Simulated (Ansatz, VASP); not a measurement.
# GaP: VASP beside Ansatz, part 2 of 2

Wanted: the spread between two codes on one cell, functional and k mesh. The cell is taken from a series of runs on this material, whose earlier steps may have relaxed, scaled, displaced or heated it; both programs get it as it stands.

VASP 6.6.1 and Ansatz 0.2.0.

So far: The starting structure; Ansatz: G0W0 gap, LDA.

### 3. VASP: G0W0 gap, LDA

Level of this step: G0W0 on LDA; plane waves and PAW (Ga_d_GW, P_GW) (VASP).

The same cell, functional (in two slightly different forms) and mesh now go to VASP, with its own data sets.

Lines of VASP's logs that name or quote its potential files are left out, and so is its time.

The run reads the wave functions of an earlier VASP run, which isn't shown here.

Input file INCAR:

```
SYSTEM = GaP
PREC = Accurate
ENCUT = 430
ISMEAR = 0
SIGMA = 0.01
LREAL = .FALSE.
GGA = CA
NBANDS = 200
ALGO = EVGW0
NELMGW = 1
ENCUTGW = 160
NOMEGA = 64
PRECFOCK = Fast
NBANDSGW = 24
LWAVE = .FALSE.
LCHARG = .FALSE.
```

Input file POSCAR:

```
GaP
1.0
    0.0000000000      2.7525025000      2.7035185734
    2.7525025000      0.0000000000      2.7035185734
    2.7525025000      2.7525025000      0.0000000000
Ga P
1 1
Direct
    0.0000000000      0.0000000000      0.0000000000
    0.7500000000      0.7500000000      0.7500000000
```

Input file KPOINTS:

```
Automatic mesh
0
Gamma
6 6 6
0 0 0
```

Potentials, in the order of the species: Ga_d_GW and P_GW (LDA family, release 64).

On the command line:

```
$ mpirun -np 8 vasp_std
```

Numbers of over 12 decimals in the logs are rounded to 6 here.

The program printed:

```text
[banner, memory and clock lines left out]
running    8 mpi-ranks, on    1 nodes
 distrk:  each k-point on    8 cores,    1 groups
 distr:  one band on    1 cores,    8 groups

 POSCAR found type information on POSCAR GaP
 POSCAR found :  2 types and       2 ions
|                                                                             |
|           W    W    AA    RRRRR   N    N  II  N    N   GGGG   !!!           |
|           W    W   A  A   R    R  NN   N  II  NN   N  G    G  !!!           |
|           W    W  A    A  R    R  N N  N  II  N N  N  G       !!!           |
|           W WW W  AAAAAA  RRRRR   N  N N  II  N  N N  G  GGG   !            |
|           WW  WW  A    A  R   R   N   NN  II  N   NN  G    G                |
|           W    W  A    A  R    R  N    N  II  N    N   GGGG   !!!           |
|                                                                             |
|     For optimal performance we recommend to set                             |
|       NCORE = 2 up to number-of-cores-per-socket                            |
|     NCORE specifies how many cores store one orbital (NPAR=cpu/NCORE).      |
|     This setting can greatly improve the performance of VASP for DFT.       |
|     The default, NCORE=1 might be grossly inefficient on modern             |
|     multi-core architectures or massively parallel machines. Do your        |
|     Unfortunately you need to use the default for GW and RPA                |
|     calculations (for HF NCORE is supported but not extensively tested      |
|     yet).                                                                   |
|                                                                             |

|                                                                             |
|           W    W    AA    RRRRR   N    N  II  N    N   GGGG   !!!           |
|           W    W   A  A   R    R  NN   N  II  NN   N  G    G  !!!           |
|           W    W  A    A  R    R  N N  N  II  N N  N  G       !!!           |
|           W WW W  AAAAAA  RRRRR   N  N N  II  N  N N  G  GGG   !            |
|           WW  WW  A    A  R   R   N   NN  II  N   NN  G    G                |
|           W    W  A    A  R    R  N    N  II  N    N   GGGG   !!!           |
|                                                                             |
|     The default for ENCUTGWSOFT is different in this version of VASP.       |
|     please manually set ENCUTGWSOFT =160 in the INCAR file.                 |
|                                                                             |

 LDA part: xc-table for (Slater(with rela. corr.)+CA(PZ))
 , standard interpolation
 found WAVECAR, reading the header
 POSCAR, INCAR and KPOINTS ok, starting setup
 FFT: planning ... GRIDC
 FFT: planning ... GRID_SOFT
 FFT: planning ... GRID
 reading WAVECAR
 the WAVECAR file was read successfully
 initial charge from wavefunction
 available memory per node:     30.55 GB, setting MAXMEM to     31278

 The Fermi energy was updated, please check that it is located mid-gap
 values below the HOMO (VB) or above the LUMO (CB) will cause erroneous energies
 E-fermi :   4.8017

 calculate exact exchange contribution
 the WAVEDER file was read successfully
energies w=
    0.000    0.000    0.433    0.000    0.865    0.000    1.294    0.000
    1.721    0.000    2.145    0.000    2.563    0.000    2.978    0.000
    3.386    0.000    3.790    0.000    4.188    0.000    4.580    0.000
    4.966    0.000    5.348    0.000    5.725    0.000    6.097    0.000
    6.466    0.000    6.831    0.000    7.193    0.000    7.554    0.000
    7.913    0.000    8.272    0.000    8.631    0.000    8.991    0.000
    9.353    0.000    9.719    0.000   10.088    0.000   10.462    0.000
   10.843    0.000   11.231    0.000   11.628    0.000   12.036    0.000
   12.456    0.000   12.889    0.000   13.338    0.000   13.806    0.000
   14.295    0.000   14.807    0.000   15.346    0.000   15.916    0.000
   16.522    0.000   17.168    0.000   17.861    0.000   18.608    0.000
   19.417    0.000   20.300    0.000   21.268    0.000   22.337    0.000
   23.527    0.000   24.860    0.000   26.369    0.000   28.092    0.000
   30.080    0.000   32.403    0.000   35.154    0.000   38.467    0.000
   42.532    0.000   47.636    0.000   54.233    0.000   63.082    0.000
   75.552    0.000   94.408    0.000  126.162    0.000  190.742    0.000
 responsefunction array rank=     200
 LDA part: xc-table for (Slater(with rela. corr.)+CA(PZ))
 , standard interpolation

 min. memory requirement per mpi rank    360.9 MB, per node   2887.3 MB

 allocating   8 responsefunctions rank=   200
 shmem allocating  64 responsefunctions rank=   200
 response function shared by NCSHMEM nodes    1
 Doing            8  frequencies on each core in blocks of           64
NQ=   1    0.0000    0.0000    0.0000,
|.........|.........|.........|.........|.........|.........|.........|.........
 performed       1030000 updates of chi_q(r,r)
 total number of BLAS operations        246.76 Gflops
NQ=   2    0.1667    0.0000    0.0000,
|.........|.........|.........|.........|.........|.........|.........|.........
 performed       3231000 updates of chi_q(r,r)
 total number of BLAS operations        792.39 Gflops
NQ=   3    0.3333    0.0000    0.0000,
|.........|.........|.........|.........|.........|.........|.........|.........
 performed       5432000 updates of chi_q(r,r)
 total number of BLAS operations       1395.24 Gflops
NQ=   4    0.5000    0.0000    0.0000,
|.........|.........|.........|.........|.........|.........|.........|.........
 performed       7211000 updates of chi_q(r,r)
 total number of BLAS operations       1856.46 Gflops
NQ=   5    0.1667    0.1667    0.0000,
|.........|.........|.........|.........|.........|.........|.........|.........
 performed       8510000 updates of chi_q(r,r)
 total number of BLAS operations       2182.14 Gflops
NQ=   6    0.3333    0.1667    0.0000,
|.........|.........|.........|.........|.........|.........|.........|.........
 performed      10711000 updates of chi_q(r,r)
 total number of BLAS operations       2798.10 Gflops
NQ=   7    0.5000    0.1667    0.0000,
|.........|.........|.........|.........|.........|.........|.........|.........
 performed      12912000 updates of chi_q(r,r)
 total number of BLAS operations       3407.49 Gflops
NQ=   8   -0.3333    0.1667    0.0000,
|.........|.........|.........|.........|.........|.........|.........|.........
 performed      15113000 updates of chi_q(r,r)
 total number of BLAS operations       4016.88 Gflops
NQ=   9   -0.1667    0.1667    0.0000,
|.........|.........|.........|.........|.........|.........|.........|.........
 performed      16892000 updates of chi_q(r,r)
 total number of BLAS operations       4520.01 Gflops
NQ=  10    0.3333    0.3333    0.0000,
|.........|.........|.........|.........|.........|.........|.........|.........
 performed      18191000 updates of chi_q(r,r)
 total number of BLAS operations       4911.24 Gflops
NQ=  11    0.5000    0.3333    0.0000,
|.........|.........|.........|.........|.........|.........|.........|.........
 performed      20392000 updates of chi_q(r,r)
 total number of BLAS operations       5533.81 Gflops
NQ=  12   -0.3333    0.3333    0.0000,
|.........|.........|.........|.........|.........|.........|.........|.........
 performed      22171000 updates of chi_q(r,r)
 total number of BLAS operations       6026.29 Gflops
NQ=  13    0.5000    0.5000    0.0000,
|.........|.........|.........|.........|.........|.........|.........|.........
 performed      23201000 updates of chi_q(r,r)
 total number of BLAS operations       6323.93 Gflops
NQ=  14    0.1667    0.0000    0.1667,
|.........|.........|.........|.........|.........|.........|.........|.........
 performed      24970000 updates of chi_q(r,r)
 total number of BLAS operations       6792.92 Gflops
NQ=  15    0.3333    0.0000    0.1667,
|.........|.........|.........|.........|.........|.........|.........|.........
 performed      27786000 updates of chi_q(r,r)
 total number of BLAS operations       7597.70 Gflops
NQ=  16    0.5000    0.0000    0.1667,
|.........|.........|.........|.........|.........|.........|.........|.........
 performed      30602000 updates of chi_q(r,r)
 total number of BLAS operations       8393.99 Gflops
NQ=  17   -0.3333    0.0000    0.1667,
|.........|.........|.........|.........|.........|.........|.........|.........
 performed      33418000 updates of chi_q(r,r)
 total number of BLAS operations       9181.83 Gflops
NQ=  18   -0.1667    0.0000    0.1667,
|.........|.........|.........|.........|.........|.........|.........|.........
 performed      35850000 updates of chi_q(r,r)
 total number of BLAS operations       9833.45 Gflops
NQ=  19    0.5000    0.3333    0.1667,
|.........|.........|.........|.........|.........|.........|.........|.........
 performed      38282000 updates of chi_q(r,r)
 total number of BLAS operations      10535.87 Gflops
NQ=  20   -0.3333    0.3333    0.1667,
|.........|.........|.........|.........|.........|.........|.........|.........
 performed      41098000 updates of chi_q(r,r)
 total number of BLAS operations      11366.40 Gflops
NQ=  21   -0.1667    0.3333    0.1667,
|.........|.........|.........|.........|.........|.........|.........|.........
 performed      43299000 updates of chi_q(r,r)
 total number of BLAS operations      11995.61 Gflops
NQ=  22   -0.3333    0.5000    0.1667,
|.........|.........|.........|.........|.........|.........|.........|.........
 performed      45068000 updates of chi_q(r,r)
 total number of BLAS operations      12528.48 Gflops
NQ=  23    0.3333    0.0000    0.3333,
|.........|.........|.........|.........|.........|.........|.........|.........
 performed      46837000 updates of chi_q(r,r)
 total number of BLAS operations      13039.60 Gflops
NQ=  24    0.5000    0.0000    0.3333,
|.........|.........|.........|.........|.........|.........|.........|.........
 performed      49653000 updates of chi_q(r,r)
 total number of BLAS operations      13861.50 Gflops
NQ=  25   -0.3333    0.0000    0.3333,
|.........|.........|.........|.........|.........|.........|.........|.........
 performed      52085000 updates of chi_q(r,r)
 total number of BLAS operations      14534.66 Gflops
NQ=  26    0.5000    0.1667    0.3333,
|.........|.........|.........|.........|.........|.........|.........|.........
 performed      54517000 updates of chi_q(r,r)
 total number of BLAS operations      15229.71 Gflops
NQ=  27   -0.3333    0.1667    0.3333,
|.........|.........|.........|.........|.........|.........|.........|.........
 performed      56949000 updates of chi_q(r,r)
 total number of BLAS operations      15932.13 Gflops
NQ=  28   -0.1667    0.5000    0.3333,
|.........|.........|.........|.........|.........|.........|.........|.........
 performed      58718000 updates of chi_q(r,r)
 total number of BLAS operations      16476.04 Gflops
NQ=  29    0.5000    0.0000    0.5000,
|.........|.........|.........|.........|.........|.........|.........|.........
 performed      60017000 updates of chi_q(r,r)
 total number of BLAS operations      16851.31 Gflops
NQ=  30   -0.3333    0.1667    0.5000,
|.........|.........|.........|.........|.........|.........|.........|.........
 performed      61662000 updates of chi_q(r,r)
 total number of BLAS operations      17336.44 Gflops
 resolving degeneracies of screened two electron integrals

 calculate QP shifts <psi_nk| G(iteration)W_0 |psi_nk>: iteration 1
 entering main loop
```

Parts of OUTCAR (step 3):

```text
ion  position               nearest neighbor table
   1  0.000  0.000  0.000-   2 2.37   2 2.37   2 2.37   2 2.37
   2  0.750  0.750  0.750-   1 2.37   1 2.37   1 2.37   1 2.37

  LATTYP: Found a body centered tetragonal cell.
 ALAT       =     3.8926263660
 C/A-ratio  =     1.3890460164

 Subroutine GETGRP returns: Found  8 space group operations
 (whereof  8 operations were pure point group operations)

The static configuration has the point symmetry D_2d.

 Found     30 irreducible k-points:

   k-points           NKPTS =     30   k-points in BZ     NKDIM =    216   number of bands    NBANDS=    200

   dimension x,y,z NGX =    28 NGY =   28 NGZ =   28
   dimension x,y,z NGXF=    56 NGYF=   56 NGZF=   56

   ENCUT  =  430.0 eV  31.60 Ry    5.62 a.u.   6.52  6.52  6.58*2*pi/ulx,y,z

   NELECT =      18.0000    total number of electrons

  energy-cutoff  :      430.00
  volume of cell :       40.97
      direct lattice vectors                 reciprocal lattice vectors
     0.000000000  2.752502500  2.703518573    -0.181652878  0.181652878  0.184944171
     2.752502500  0.000000000  2.703518573     0.181652878 -0.181652878  0.184944171
     2.752502500  2.752502500  0.000000000     0.181652878  0.181652878 -0.184944171

 k-points in reciprocal lattice and weights: Automatic mesh
   0.00000000  0.00000000  0.00000000       0.005
   0.16666667  0.00000000  0.00000000       0.037
   0.33333333  0.00000000  0.00000000       0.037
   0.50000000  0.00000000  0.00000000       0.019
   0.16666667  0.16666667  0.00000000       0.009
   0.33333333  0.16666667  0.00000000       0.037
   0.50000000  0.16666667  0.00000000       0.037
  -0.33333333  0.16666667  0.00000000       0.037
  -0.16666667  0.16666667  0.00000000       0.019
[...]
0.50000000  0.00000000  0.50000000       0.009
  -0.33333333  0.16666667  0.50000000       0.019

 E-fermi :   4.8017

 QP shifts <psi_nk| G(iteration)W_0 |psi_nk>: iteration 1
 for sc-GW calculations column KS-energies equals QP-energies in previous step
 and V_xc(KS)=  KS-energies - (<T + V_ion + V_H > + <T+V_H+V_ion>^1  + <V_x>^1)
 k-point   1 :       0.0000    0.0000    0.0000
  band No.  KS-energies  QP-energies   sigma(KS)   V_xc(KS)     V^pw_x(r,r')   Z            occupation Imag(sigma)
    ...
      6      -8.3689      -8.6984     -12.0539     -11.5298     -18.6043       0.6288       2.0000       0.9317
      7       4.0197       3.5697     -13.3245     -12.7306     -14.2331       0.7578       2.0000       0.0332
      8       4.0197       3.5697     -13.3245     -12.7306     -14.2331       0.7578       2.0000       0.0332
      9       4.1178       3.6703     -13.3065     -12.7154     -14.1963       0.7571       2.0000       0.0322
     10       5.5865       6.1112     -11.3308     -12.0153      -7.3218       0.7666       0.0000      -0.0475
     11       7.8114       8.1863     -10.2948     -10.7860      -5.9117       0.7631       0.0000      -0.0525
     12       7.8523       8.2251     -10.2974     -10.7857      -5.9131       0.7635       0.0000      -0.0524
     13       7.8523       8.2251     -10.2974     -10.7857      -5.9131       0.7635       0.0000      -0.0524
    ...

 k-point   2 :       0.1667    0.0000    0.0000
  band No.  KS-energies  QP-energies   sigma(KS)   V_xc(KS)     V^pw_x(r,r')   Z            occupation Imag(sigma)
    ...
      6      -8.0185      -8.3753     -12.2495     -11.6901     -18.6866       0.6379       2.0000       0.9011
      7       1.6234       1.2155     -12.6471     -12.0962     -14.2396       0.7402       2.0000       0.0460
      8       3.6371       3.1822     -13.0999     -12.4991     -14.1002       0.7570       2.0000       0.0343
      9       3.7274       3.2752     -13.0959     -12.4987     -14.0762       0.7572       2.0000       0.0334
     10       6.2578       6.7161     -10.8781     -11.4764      -6.8049       0.7660       0.0000      -0.0488
     11       8.3739       8.7486     -10.4741     -10.9699      -5.9153       0.7557       0.0000      -0.0598
     12       8.3853       8.7579     -10.4563     -10.9489      -5.9039       0.7564       0.0000      -0.0594
     13       8.9024       9.2547     -10.8249     -11.2957      -6.1485       0.7485       0.0000      -0.0713
    ...

 k-point   3 :       0.3333    0.0000    0.0000
  band No.  KS-energies  QP-energies   sigma(KS)   V_xc(KS)     V^pw_x(r,r')   Z            occupation Imag(sigma)
    ...
      6      -7.0821      -7.4888     -12.6984     -12.0826     -18.8238       0.6605       2.0000       0.8120
      7      -1.1761      -1.5994     -12.1064     -11.5062     -15.1179       0.7053       2.0000       0.1571
      8       3.0855       2.6093     -12.9102     -12.2779     -14.1158       0.7533       2.0000       0.0375
      9       3.2135       2.7414     -12.9185     -12.2921     -14.0936       0.7537       2.0000       0.0368
     10       5.7493       6.1817     -10.6130     -11.1736      -6.6942       0.7712       0.0000      -0.0492
     11       8.7130       9.0664     -10.2161     -10.6841      -5.5762       0.7553       0.0000      -0.0683
     12       8.8166       9.1765     -10.2686     -10.7467      -5.5790       0.7526       0.0000      -0.0708
     13      11.4016      11.7046     -10.4020     -10.8158      -4.7846       0.7320       0.0000      -0.1828
    ...

 k-point   4 :       0.5000    0.0000    0.0000
  band No.  KS-energies  QP-energies   sigma(KS)   V_xc(KS)     V^pw_x(r,r')   Z            occupation Imag(sigma)
    ...
      6      -6.3237      -6.7620     -13.1759     -12.5252     -19.0790       0.6736       2.0000       0.7324
      7      -2.5930      -2.9967     -11.5812     -11.0023     -15.2200       0.6973       2.0000       0.2764
      8       2.8677       2.3821     -12.8592     -12.2121     -14.1525       0.7504       2.0000       0.0387
      9       3.0120       2.5297     -12.8738     -12.2329     -14.1326       0.7525       2.0000       0.0380
     10       5.5215       5.9454     -10.6168     -11.1659      -6.7688       0.7720       0.0000      -0.0489
     11       8.6061       8.9443     -10.0331     -10.4792      -5.4520       0.7582       0.0000      -0.0684
     12       8.7481       9.0931     -10.0743     -10.5306      -5.4348       0.7560       0.0000      -0.0714
     13      12.0753      12.2178      -8.6402      -8.8321      -3.0747       0.7426       0.0000      -0.2135
    ...

[... 4 further parts left out ...]
```

### 4. Side by side

Known differences besides the potentials themselves: the two LDA forms differ slightly; fixed occupations in Ansatz, narrow Gaussian smearing in VASP; the cutoff is 420 eV in Ansatz and 430 eV in VASP; VASP's log shows a relativistic correction to its local exchange, Ansatz's none; Ansatz integrates over frequency by contour deformation, VASP on a grid of NOMEGA points. Total energies have different zeros and are not compared.

Both answers:

| quantity | Ansatz | VASP | difference |
| --- | --- | --- | --- |
| G0W0 gap on the mesh (eV) | 1.99 | 2.01 | -0.02 |
| Kohn-Sham gap under it (eV) | 1.37 | 1.37 | 0.00 |

### 5. Results

```
difference in G0W0 gap on the mesh (G0W0 gap, LDA) : -0.020 eV
```

The difference in G0W0 gap on the mesh is -0.020 eV (G0W0 gap, LDA). Such differences can come from data sets, numerical settings and the points named under the comparisons, not from the functional's error against experiment.

[Lines on the potential files, build, host, timing and source positions are cut from VASP's logs without a mark.]

[Logs are printed without paths, hosts, clocks, repeated set-up lines and the standing remarks that a program may print on its own settings, such as how far it seeks lower states.]

[Hosts, paths, dates, database ids (printed as entryN), source tags and the programs' standing remarks are cut or masked in the printed files.]
